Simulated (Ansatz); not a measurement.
# Sn: equation of state with LDA

The system is Sn.

```
CELL_PARAMETERS angstrom
-2.02919 2.02919 1.66076
2.02919 -2.02919 1.66076
2.02919 2.02919 -1.66076
ATOMIC_POSITIONS crystal
Sn 0.00000 0.00000 0.00000
```

This isn't the form of Sn at room conditions, which is tetragonal (white tin).

```yaml
Program: Ansatz 0.2.0
Task: equation of state
Functional: LDA
Potentials_or_basis: Ansatz PAW
Cutoff: 420 eV
Density_cutoff: 1680 eV
k_mesh: 10 × 10 × 10
Occupations: fermi-dirac, width 0.05 eV
Spin: no spin polarisation
```

| Item | Value |
| --- | --- |
| Equilibrium volume | 25.65 Å³/atom (rough: see the caveat) |
| Bulk modulus at fixed shape and positions | 58 GPa (rough) |

Energy against volume, from the lowest point:
```tsv
volume (Å³/atom)	energy (meV/atom)
25.712	0.00
26.259	2.50
26.806	8.68
27.353	18.09
27.901	30.38
28.448	45.17
28.995	62.18
```

All runs of the series together: 11 s on 2 threads of AMD EPYC 7R43 64-Core Processor (Zen 3), with other jobs on the host.

Caveat: the minimum lies outside the volumes run; the cell was scaled at fixed shape and fractional positions, which overstates the stiffness of a crystal with free parameters, most of all of layers and chains.
